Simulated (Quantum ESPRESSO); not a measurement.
Wanted: the native input for a Quantum ESPRESSO 7.5 run.

| Quantity | Value |
| --- | --- |
| Task | band structure |
| Functional | LDA |
| Potentials or basis | PseudoDojo 0.4.1 SR LDA standard |
| Cutoff | 1088 eV |
| Density cutoff | 4354 eV |
| k mesh | 9 × 9 × 4 |
| Occupations | fermi-dirac, width 0.05 eV |
| Spin | no spin polarisation |
| Form of the LDA correlation | PW92 |
| Mixing beta | 0.5 |
| Most SCF iterations | 120 |
| SCF threshold | 6e-10 Ry |

Crystal: MoS2.

```
Mo S
1.0
     3.22746    0.00000    0.00000
    -1.61373    2.79507    0.00000
     0.00000    0.00000    6.31247
Mo S
1 2
Direct
  0.00000 0.00000 0.50000
  0.66667 0.33333 0.74468
  0.33333 0.66667 0.25532
```

Measurements of this composition are mostly on another form, of space group No. 194.

One way to write it, as run:

pw.in

```
&CONTROL
  calculation = 'scf'
  prefix = 'pwscf'
  outdir = './tmp'
  pseudo_dir = './pseudo'
  tprnfor = .true.
  tstress = .true.
  disk_io = 'low'
/
&SYSTEM
  ibrav = 0
  nat = 3
  ntyp = 2
  ecutwfc = 80
  nbnd = 20
  occupations = 'smearing'
  smearing = 'fd'
  degauss = 0.00367493
/
&ELECTRONS
  conv_thr = 6d-10
  electron_maxstep = 120
  mixing_beta = 0.5
/
ATOMIC_SPECIES
Mo    95.9500 Mo.upf
S     32.0600 S.upf
CELL_PARAMETERS angstrom
   3.2274645616    0.0000000000    0.0000000000
  -1.6137322808    2.7950663001    0.0000000000
   0.0000000000    0.0000000000    6.3124734200
ATOMIC_POSITIONS angstrom
Mo     0.0000000000    0.0000000000    3.1562367100
S      1.6137322810    0.9316887666    4.7007769989
S     -0.0000000002    1.8633775335    1.6116964211
K_POINTS automatic
9 9 4 0 0 0
```

bands.in

```
&CONTROL
  calculation = 'bands'
  prefix = 'pwscf'
  outdir = './tmp'
  pseudo_dir = './pseudo'
  disk_io = 'low'
  verbosity = 'high'
/
&SYSTEM
  ibrav = 0
  nat = 3
  ntyp = 2
  ecutwfc = 80
  nbnd = 20
  occupations = 'smearing'
  smearing = 'fd'
  degauss = 0.00367493
/
&ELECTRONS
  conv_thr = 1d-08
  electron_maxstep = 120
  mixing_beta = 0.5
  diago_full_acc = .true.
/
ATOMIC_SPECIES
Mo    95.9500 Mo.upf
S     32.0600 S.upf
CELL_PARAMETERS angstrom
   3.2274645616    0.0000000000    0.0000000000
  -1.6137322808    2.7950663001    0.0000000000
   0.0000000000    0.0000000000    6.3124734200
ATOMIC_POSITIONS angstrom
Mo     0.0000000000    0.0000000000    3.1562367100
S      1.6137322810    0.9316887666    4.7007769989
S     -0.0000000002    1.8633775335    1.6116964211
K_POINTS crystal
60
 0.0000000000  0.0000000000  0.0000000000 1
 0.0625000000  0.0000000000  0.0000000000 1
 0.1250000000  0.0000000000  0.0000000000 1
 0.1875000000  0.0000000000  0.0000000000 1
 0.2500000000  0.0000000000  0.0000000000 1
 0.3125000000  0.0000000000  0.0000000000 1
 0.3750000000  0.0000000000  0.0000000000 1
 0.4375000000  0.0000000000  0.0000000000 1
 0.5000000000  0.0000000000  0.0000000000 1
 0.4583333333  0.0833333333  0.0000000000 1
 0.4166666667  0.1666666667  0.0000000000 1
 0.3750000000  0.2500000000  0.0000000000 1
 0.3333333333  0.3333333333  0.0000000000 1
 0.3000000000  0.3000000000  0.0000000000 1
 0.2666666667  0.2666666667  0.0000000000 1
 0.2333333333  0.2333333333  0.0000000000 1
 0.2000000000  0.2000000000  0.0000000000 1
 0.1666666667  0.1666666667  0.0000000000 1
 0.1333333333  0.1333333333  0.0000000000 1
 0.1000000000  0.1000000000  0.0000000000 1
 0.0666666667  0.0666666667  0.0000000000 1
 0.0333333333  0.0333333333  0.0000000000 1
 0.0000000000  0.0000000000  0.0000000000 1
 0.0000000000  0.0000000000  0.1666666667 1
 0.0000000000  0.0000000000  0.3333333333 1
 0.0000000000  0.0000000000  0.5000000000 1
 0.0555555556  0.0000000000  0.5000000000 1
 0.1111111111  0.0000000000  0.5000000000 1
 0.1666666667  0.0000000000  0.5000000000 1
 0.2222222222  0.0000000000  0.5000000000 1
 0.2777777778  0.0000000000  0.5000000000 1
 0.3333333333  0.0000000000  0.5000000000 1
 0.3888888889  0.0000000000  0.5000000000 1
 0.4444444444  0.0000000000  0.5000000000 1
 0.5000000000  0.0000000000  0.5000000000 1
 0.4666666667  0.0666666667  0.5000000000 1
 0.4333333333  0.1333333333  0.5000000000 1
 0.4000000000  0.2000000000  0.5000000000 1
 0.3666666667  0.2666666667  0.5000000000 1
 0.3333333333  0.3333333333  0.5000000000 1
 0.3030303030  0.3030303030  0.5000000000 1
 0.2727272727  0.2727272727  0.5000000000 1
 0.2424242424  0.2424242424  0.5000000000 1
 0.2121212121  0.2121212121  0.5000000000 1
 0.1818181818  0.1818181818  0.5000000000 1
 0.1515151515  0.1515151515  0.5000000000 1
 0.1212121212  0.1212121212  0.5000000000 1
 0.0909090909  0.0909090909  0.5000000000 1
 0.0606060606  0.0606060606  0.5000000000 1
 0.0303030303  0.0303030303  0.5000000000 1
 0.0000000000  0.0000000000  0.5000000000 1
 0.5000000000  0.0000000000  0.5000000000 1
 0.5000000000  0.0000000000  0.3333333333 1
 0.5000000000  0.0000000000  0.1666666667 1
 0.5000000000  0.0000000000  0.0000000000 1
 0.3333333333  0.3333333333  0.0000000000 1
 0.3333333333  0.3333333333  0.1250000000 1
 0.3333333333  0.3333333333  0.2500000000 1
 0.3333333333  0.3333333333  0.3750000000 1
 0.3333333333  0.3333333333  0.5000000000 1
```

Potentials or basis: PseudoDojo 0.4.1 SR LDA standard.

Run with:

```sh
$ OMP_NUM_THREADS=1 pw.x -in pw.in > pw.out
$ OMP_NUM_THREADS=1 pw.x -in bands.in > bands.out
```

Results of the run:

* Pressure: -5.9 GPa
* Largest force: 0.145 eV/Å
* Band gap on the k mesh: none (metal or under the smearing width)

Run time: 75 s on 1 thread of AMD EPYC 7B13 (Zen 3) (shared host), peak memory 0.13 GiB.
